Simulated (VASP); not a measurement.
# Hf2S (P6_3/mmc) in VASP: equation of state

Aim: energy against volume of Hf2S in PBEsol, for its equilibrium volume and stiffness.

Program: VASP 6.6.1. These are calculated values, not measurements. Logs are shortened: lines on timing, memory, paths and dates and some standing lists are left out, and cuts for length are marked.

## (1) The crystal as given

The structure is hexagonal, space group P6_3/mmc (No. 194). Conventional cell: a = 3.374 Å, b = 3.374 Å, c = 11.717 Å, α = 90.00°, β = 90.00°, γ = 120.00°. Around Hf (site symmetry 3m) lie 3 S at 2.62 Å. S (site symmetry -6m2) is surrounded by 6 Hf at 2.62 Å.

The cell comes from a database or a generator and needn't be the stable form of this composition.

## (2) Equation of state, PBEsol, 18.10 Å³/atom (volume scaled by 0.94)

File INCAR:

```
SYSTEM = Hf2S
ALGO = Normal ; EDIFF = 1E-7
ENCUT = 520 ; GGA = PS
ISIF = 2 ; ISMEAR = -1
KPAR = 2 ; LASPH = .True.
LCHARG = .False. ; LREAL = .False.
LWAVE = .False. ; NBANDS = 35
NELM = 100 ; PREC = Accurate
SIGMA = 0.05
```

File KPOINTS:

```
k-points
0
Gamma
  9 9 3
  0 0 0
```

File POSCAR:

```
Hf2S
1.0
    3.3053917084      0.0000000000      0.0000000000
   -1.6526958542      2.8625531889      0.0000000000
    0.0000000000      0.0000000000     11.4782091568
Hf S
4 2
Direct
    0.3333333333      0.6666666667      0.1001883600
    0.6666666667      0.3333333333      0.6001883600
    0.3333333333      0.6666666667      0.3998116400
    0.6666666667      0.3333333333      0.8998116400
    0.0000000000      0.0000000000      0.2500000000
    0.0000000000      0.0000000000      0.7500000000
```

Potentials or basis: VASP PAW PBE potentials, release 64 (Hf_pv, S).

On the command line:

```bash
cat potpaw_PBE.64/Hf_pv/POTCAR potpaw_PBE.64/S/POTCAR > POTCAR
mpirun -np 2 vasp_std > vasp.out
```

OUTCAR:

```text
SYSTEM = Hf2S
   EDIFF = 1E-7
   ENCUT = 520
   GGA = PS
   ISIF = 2
   ISMEAR = -1
   LASPH = .True.
   LREAL = .False.
   NELM = 100
   PREC = Accurate

 Found     24 irreducible k-points:

 Following reciprocal coordinates:
            Coordinates               Weight
  0.000000  0.000000  0.000000      1.000000
  0.111111  0.000000  0.000000      6.000000
  0.222222  0.000000  0.000000      6.000000
  0.333333 -0.000000  0.000000      6.000000
  0.444444  0.000000  0.000000      6.000000
  0.111111  0.111111  0.000000      6.000000
   k-points           NKPTS =     24   k-points in BZ     NKDIM =     24   number of bands    NBANDS=     35
   number of dos      NEDOS =    301   number of ions     NIONS =      6
   total plane-waves  NPLWV =  70560
   dimension x,y,z NGX =    28 NGY =   28 NGZ =   90
   dimension x,y,z NGXF=    56 NGYF=   56 NGZF=  180
   ions per type =               4   2
   NGX,Y,Z   is equivalent  to a cutoff of  14.08, 14.08, 13.04 a.u.
   NGXF,Y,Z  is equivalent  to a cutoff of  28.17, 28.17, 26.07 a.u.
 SYSTEM =  Hf2S
   PREC   = accura    normal or accurate (medium, high low for compatibility)
   ISTART =      0    job   : 0-new  1-cont  2-samecut
   ICHARG =      2    charge: 1-file 2-atom 10-const
   ISPIN  =      1    spin polarized calculation?
   LNONCOLLINEAR =      F non collinear calculations
   LSORBIT =      F    spin-orbit coupling
   LASPH  =      T    aspherical Exc in radial PAW
   ENCUT  =  520.0 eV  38.22 Ry    6.18 a.u.   6.15  6.15 21.34*2*pi/ulx,y,z
   NELM   =    100;   NELMIN=  2; NELMDL= -5     # of ELM steps
   EDIFF  = 0.1E-06   stopping-criterion for ELM
   LREAL  =      F    real-space projection
   EDIFFG = 0.1E-05   stopping-criterion for IOM
   NSW    =      0    number of steps for IOM
   IBRION =     -1    ionic relax: 0-MD 1-quasi-New 2-CG
   NFREE  =      0    steps in history (QN), initial steepest desc. (CG)
   ISIF   =      2    stress and relaxation
   ISYM   =      2    0-nonsym 1-usesym 2-fastsym
   POTIM  = 0.5000    time-step for ionic-motion
   TEBEG  =    0.0;   TEEND  =   0.0 temperature during run
   PSTRESS=    0.0 pullay stress
   NELECT =      52.0000    total number of electrons
   NUPDOWN=      -1.0000    fix difference up-down
   EMIN   =  10.00;   EMAX   =-10.00  energy-range for DOS
   EFERMI =   0.00;   METHOD = LEGACY
   ISMEAR =    -1;   SIGMA  =   0.05  broadening in eV -4-tet -1-fermi 0-gaus
   EFERMI_NEDOS =   21; number of points for ismear=-14 and -15
   IALGO  =     38    algorithm
   IMIX   =      4    mixing-type and parameters
     AMIX     =   0.40;   BMIX     =  1.00
     AMIX_MAG =   1.60;   BMIX_MAG =  1.00
  volume/ion in A,a.u.               =      18.10       122.15
  Fermi-wavevector in a.u.,A,eV,Ry     =   1.280734  2.420237 22.317372  1.640281
  Thomas-Fermi vector in A             =   2.413145
   LORBIT       =      0    0 simple, 1 ext, 2 COOP (PROOUT), +10 PAW based schemes
   GGA     = PS    functional components
   LHFCALC =     F    Hartree Fock is set to
   AEXX    =    0.0000 exact exchange contribution
   IVDW    =     0    specifies the selected vdW correction
   LEPSILON=     F    determine dielectric tensor
   LRPA    =     F    only Hartree local field effects (RPA)
 non-spin polarized calculation
  energy-cutoff  :      520.00
  volume of cell :      108.61
 maximum number of plane-waves:      2946
 NGX is ok and might be reduce to    28
   NGX = 13   NGY = 13   NGZ = 43

 number of electron      52.0000001 magnetization

 Free energy of the ion-electron system (eV)
  ---------------------------------------------------
  ext. energy  EPLUGINS =         0.00000000
  ---------------------------------------------------
  free energy    TOTEN  =       -57.37927156 eV

  energy without entropy =      -57.35555601  energy(sigma->0) =      -57.36741379

 E-fermi :   6.8306     XC(G=0): -11.8026

 val. band max:        6.8210631138   @ k =   0.3333   0.2222   0.0000
 cond. band min:       6.8794825448   @ k =   0.1111   0.0000   0.0000
 fundamental gap:      0.0584194310
 Fermi energy:         6.8306337077

 k-point     1 :       0.0000    0.0000    0.0000
  band No.  band energies     occupation
      1     -24.3542      2.00000
      2     -24.2016      2.00000
      3     -23.7993      2.00000
      4     -23.6870      2.00000
      5     -23.6870      2.00000
      6     -23.6749      2.00000
[... 27 lines left out ...]
     34       9.5877      0.00000
     35       9.8419      0.00000

 k-point     2 :       0.1111    0.0000    0.0000
  band No.  band energies     occupation
      1     -24.3321      2.00000
      2     -24.1854      2.00000
      3     -23.8594      2.00000
      4     -23.7672      2.00000
      5     -23.7045      2.00000
      6     -23.6922      2.00000
[... 27 lines left out ...]
     34       9.4466      0.00000
     35       9.6370      0.00000

 k-point     3 :       0.2222    0.0000    0.0000
  band No.  band energies     occupation
      1     -24.2784      2.00000
      2     -24.1501      2.00000
      3     -23.9911      2.00000
      4     -23.9201      2.00000
      5     -23.7557      2.00000
      6     -23.7473      2.00000
[... 27 lines left out ...]
     34       9.7316      0.00000
     35       9.7601      0.00000

 k-point     4 :       0.3333   -0.0000    0.0000
  band No.  band energies     occupation
      1     -24.2349      2.00000
      2     -24.1387      2.00000
      3     -24.1301      2.00000
      4     -24.0705      2.00000
      5     -23.8573      2.00000
      6     -23.7936      2.00000
[... 27 lines left out ...]
     34      10.2093      0.00000
     35      10.4379      0.00000

 k-point     5 :       0.4444    0.0000    0.0000
  band No.  band energies     occupation
      1     -24.2374      2.00000
      2     -24.2188      2.00000
      3     -24.1765      2.00000
      4     -24.1512      2.00000
      5     -23.8595      2.00000
      6     -23.8229      2.00000
[... 27 lines left out ...]
     34      10.8055      0.00000
     35      11.6014      0.00000

 k-point     6 :       0.1111    0.1111    0.0000
  band No.  band energies     occupation
      1     -24.2938      2.00000
      2     -24.1591      2.00000
      3     -23.9470      2.00000
      4     -23.8679      2.00000
      5     -23.7702      2.00000
      6     -23.7505      2.00000
[... 27 lines left out ...]
     34       9.6615      0.00000
     35       9.7411      0.00000

 [... further k-points ...]

------------------------ aborting loop because EDIFF is reached ----------------------------------------

  FORCE on cell =-STRESS in cart. coord.  units (eV):
  Direction    XX          YY          ZZ          XY          YZ          ZX
  --------------------------------------------------------------------------------------
  -------------------------------------------------------------------------------------
  Total        3.4307907      3.4307907      5.4475468      0.0000000      0.0000000      0.0000000
  in kB       50.6120785     50.6120785     80.3638839      0.0000000      0.0000000      0.0000000
  external PRESSURE =      60.5293470 kB  Pullay stress =       0.0000000 kB

 VOLUME and BASIS-vectors are now :
 -----------------------------------------------------------------------------
  energy-cutoff  :      520.00
  volume of cell :      108.61
      direct lattice vectors                 reciprocal lattice vectors
     3.305391708  0.000000000  0.000000000     0.302536004  0.174669244  0.000000000
    -1.652695854  2.862553189  0.000000000     0.000000000  0.349338487  0.000000000
     0.000000000  0.000000000 11.478209157     0.000000000  0.000000000  0.087121605

 POSITION                                       TOTAL-FORCE (eV/Angst)
 -----------------------------------------------------------------------------------
     -0.00000      1.90837      1.14998         0.000000     -0.000000      0.171010
      1.65270      0.95418      6.88909        -0.000000      0.000000      0.171010
     -0.00000      1.90837      4.58912         0.000000     -0.000000     -0.171010
      1.65270      0.95418     10.32823        -0.000000      0.000000     -0.171010
      0.00000      0.00000      2.86955        -0.000000     -0.000000      0.000000
      0.00000      0.00000      8.60866        -0.000000     -0.000000      0.000000
 -----------------------------------------------------------------------------------
    total drift:                                0.000000      0.000000     -0.000000

  FREE ENERGIE OF THE ION-ELECTRON SYSTEM (eV)
  ---------------------------------------------------
  free  energy   TOTEN  =       -57.3792715633 eV

  energy  without entropy=      -57.3555560120  energy(sigma->0) =      -57.36741379
```

OSZICAR:

```text
N       E                     dE             d eps       ncg     rms          rms(c)
DAV:   1     0.241135369364E+03    0.24114E+03   -0.28000E+04  1688   0.142E+03
DAV:   2    -0.412565185482E+02   -0.28239E+03   -0.27082E+03  1968   0.347E+02
DAV:   3    -0.591465850219E+02   -0.17890E+02   -0.17534E+02  2213   0.577E+01
DAV:   4    -0.594841703073E+02   -0.33759E+00   -0.33595E+00  2096   0.868E+00
DAV:   5    -0.594901230453E+02   -0.59527E-02   -0.59455E-02  2154   0.107E+00    0.109E+02
DAV:   6    -0.578200364391E+02    0.16701E+01   -0.24569E+00  1908   0.699E+00    0.650E+01
DAV:   7    -0.574334695013E+02    0.38657E+00   -0.26947E+00  1915   0.721E+00    0.526E+00
DAV:   8    -0.573801401582E+02    0.53329E-01   -0.36652E-01  1928   0.265E+00    0.152E+00
DAV:   9    -0.573796287086E+02    0.51145E-03   -0.15621E-02  2162   0.606E-01    0.765E-01
DAV:  10    -0.573792705127E+02    0.35820E-03   -0.25255E-03  1942   0.223E-01    0.234E-01
DAV:  11    -0.573792733758E+02   -0.28631E-05   -0.94987E-05  2189   0.495E-02    0.372E-02
DAV:  12    -0.573792711783E+02    0.21975E-05   -0.64195E-06  2028   0.128E-02    0.119E-02
DAV:  13    -0.573792716982E+02   -0.51987E-06   -0.51504E-07  2053   0.301E-03    0.123E-02
DAV:  14    -0.573792715675E+02    0.13064E-06   -0.12760E-07  1280   0.168E-03    0.199E-03
DAV:  15    -0.573792715633E+02    0.42237E-08   -0.20428E-08  1085   0.691E-04
   1 F= -.57379272E+02 E0= -.57367414E+02  d E =-.237156E-01
```

Run time: 35 s. Hardware: 2 MPI ranks of AMD EPYC 9R45 (Zen 5), shared host; peak memory 0.25 GiB.

What came out:

```
Free energy            : -57.3793 eV
Pressure               : 6.1 GPa
Largest force          : 0.171 eV/Å
Band gap on the k mesh : none (metal or under the smearing width)
```

Caveat: the PAW data sets were made with another functional, which shifts forces and pressure a little.

## (3) Equation of state, PBEsol, 18.49 Å³/atom (volume scaled by 0.96)

INCAR is that of step 2.

KPOINTS is that of step 2.

POSCAR: that of step 2 with these lines changed.

```diff
@@ -2,5 +2,5 @@
 1.0
-    3.3053917084      0.0000000000      0.0000000000
-   -1.6526958542      2.8625531889      0.0000000000
-    0.0000000000      0.0000000000     11.4782091568
+    3.3286698817      0.0000000000      0.0000000000
+   -1.6643349409      2.8827126783      0.0000000000
+    0.0000000000      0.0000000000     11.5590442789
 Hf S
```

Potentials or basis: VASP PAW PBE potentials, release 64 (Hf_pv, S).

On the command line:

```bash
cat potpaw_PBE.64/Hf_pv/POTCAR potpaw_PBE.64/S/POTCAR > POTCAR
mpirun -np 2 vasp_std > vasp.out
```

Run time: 36 s. Hardware: 2 MPI ranks of AMD EPYC 9R45 (Zen 5), shared host; peak memory 0.25 GiB.

The run converged. Its results:

- Free energy: -57.4420 eV
- Pressure: 2.6 GPa
- Largest force: 0.171 eV/Å
- Band gap on the k mesh: none (metal or under the smearing width)

Caveat: the PAW data sets were made with another functional, which shifts forces and pressure a little.

## (4) Equation of state, PBEsol, 18.87 Å³/atom (volume scaled by 0.98)

INCAR is that of step 3.

KPOINTS is that of step 3.

POSCAR: that of step 3 with these lines changed.

```diff
@@ -2,5 +2,5 @@
 1.0
-    3.3286698817      0.0000000000      0.0000000000
-   -1.6643349409      2.8827126783      0.0000000000
-    0.0000000000      0.0000000000     11.5590442789
+    3.3516269512      0.0000000000      0.0000000000
+   -1.6758134756      2.9025940837      0.0000000000
+    0.0000000000      0.0000000000     11.6387643448
 Hf S
```

On the command line:

```bash
cat potpaw_PBE.64/Hf_pv/POTCAR potpaw_PBE.64/S/POTCAR > POTCAR
mpirun -np 2 vasp_std > vasp.out
```

Wall time 35 s (2 MPI ranks of AMD EPYC 9R45 (Zen 5), shared host); peak memory 0.25 GiB.

Results (log left out):

| Item | Value |
| --- | --- |
| Free energy | -57.4576 eV |
| Pressure | -0.5 GPa |
| Largest force | 0.167 eV/Å |
| Band gap on the k mesh | none (metal or under the smearing width) |

Caveat: the PAW data sets were made with another functional, which shifts forces and pressure a little.

## (5) Equation of state, PBEsol, 19.64 Å³/atom (volume scaled by 1.02)

INCAR is that of step 4.

KPOINTS is that of step 4.

POSCAR: that of step 4 with these lines changed.

```diff
@@ -2,5 +2,5 @@
 1.0
-    3.3516269512      0.0000000000      0.0000000000
-   -1.6758134756      2.9025940837      0.0000000000
-    0.0000000000      0.0000000000     11.6387643448
+    3.3966206013      0.0000000000      0.0000000000
+   -1.6983103007      2.9415597277      0.0000000000
+    0.0000000000      0.0000000000     11.7950080136
 Hf S
```

On the command line:

```bash
cat potpaw_PBE.64/Hf_pv/POTCAR potpaw_PBE.64/S/POTCAR > POTCAR
mpirun -np 2 vasp_std > vasp.out
```

Run time: 36 s. Hardware: 2 MPI ranks of AMD EPYC 9R45 (Zen 5), shared host; peak memory 0.25 GiB.

Results (log left out):

| Item | Value |
| --- | --- |
| Free energy | -57.3659 eV |
| Pressure | -5.8 GPa |
| Largest force | 0.146 eV/Å |
| Band gap on the k mesh | none (metal or under the smearing width) |

Caveat: the PAW data sets were made with another functional, which shifts forces and pressure a little.

## (6) Equation of state, PBEsol, 20.03 Å³/atom (volume scaled by 1.04)

INCAR is that of step 5.

KPOINTS is that of step 5.

POSCAR: that of step 5 with these lines changed.

```diff
@@ -2,5 +2,5 @@
 1.0
-    3.3966206013      0.0000000000      0.0000000000
-   -1.6983103007      2.9415597277      0.0000000000
-    0.0000000000      0.0000000000     11.7950080136
+    3.4186771973      0.0000000000      0.0000000000
+   -1.7093385986      2.9606613001      0.0000000000
+    0.0000000000      0.0000000000     11.8716011208
 Hf S
```

Potentials or basis: VASP PAW PBE potentials, release 64 (Hf_pv, S).

On the command line:

```bash
cat potpaw_PBE.64/Hf_pv/POTCAR potpaw_PBE.64/S/POTCAR > POTCAR
mpirun -np 2 vasp_std > vasp.out
```

Wall time 36 s (2 MPI ranks of AMD EPYC 9R45 (Zen 5), shared host); peak memory 0.26 GiB.

It converged, with:

```
Free energy            : -57.2664 eV
Pressure               : -8.0 GPa
Largest force          : 0.131 eV/Å
Band gap on the k mesh : none (metal or under the smearing width)
```

Caveat: the PAW data sets were made with another functional, which shifts forces and pressure a little.

## (7) Equation of state, PBEsol, 20.41 Å³/atom (volume scaled by 1.06)

INCAR is that of step 6.

KPOINTS is that of step 6.

POSCAR: that of step 6 with these lines changed.

```diff
@@ -2,5 +2,5 @@
 1.0
-    3.4186771973      0.0000000000      0.0000000000
-   -1.7093385986      2.9606613001      0.0000000000
-    0.0000000000      0.0000000000     11.8716011208
+    3.4404527984      0.0000000000      0.0000000000
+   -1.7202263992      2.9795195239      0.0000000000
+    0.0000000000      0.0000000000     11.9472184533
 Hf S
```

On the command line:

```bash
cat potpaw_PBE.64/Hf_pv/POTCAR potpaw_PBE.64/S/POTCAR > POTCAR
mpirun -np 2 vasp_std > vasp.out
```

It took 39 s on 2 MPI ranks of AMD EPYC 9R45 (Zen 5), shared host; peak memory 0.26 GiB.

The run converged. Its results:

* Free energy: -57.1360 eV
* Pressure: -10.1 GPa
* Largest force: 0.114 eV/Å
* Band gap on the k mesh: none (metal or under the smearing width)

Caveat: the PAW data sets were made with another functional, which shifts forces and pressure a little.

## (8) Equation of state, PBEsol

No new run: the results of the series are fitted here.

Results:

```
Equilibrium volume                        : 18.81 Å³/atom
Bulk modulus at fixed shape and positions : 146 GPa
Pressure derivative of the bulk modulus   : 4.1
```

Energy against volume, from the lowest point:
| volume (Å³/atom) | energy (meV/atom) |
| --- | --- |
| 18.101 | 13.06 |
| 18.486 | 2.61 |
| 18.871 | 0.00 |
| 19.256 | 4.46 |
| 19.641 | 15.30 |
| 20.026 | 31.87 |
| 20.412 | 53.61 |

Caveat: the cell was scaled at fixed shape and fractional positions, which overstates the stiffness of a crystal with free parameters, most of all of layers and chains; the PAW data sets were made with another functional, which shifts forces and pressure a little. Spin-orbit coupling is left out, which matters for the levels of Hf.
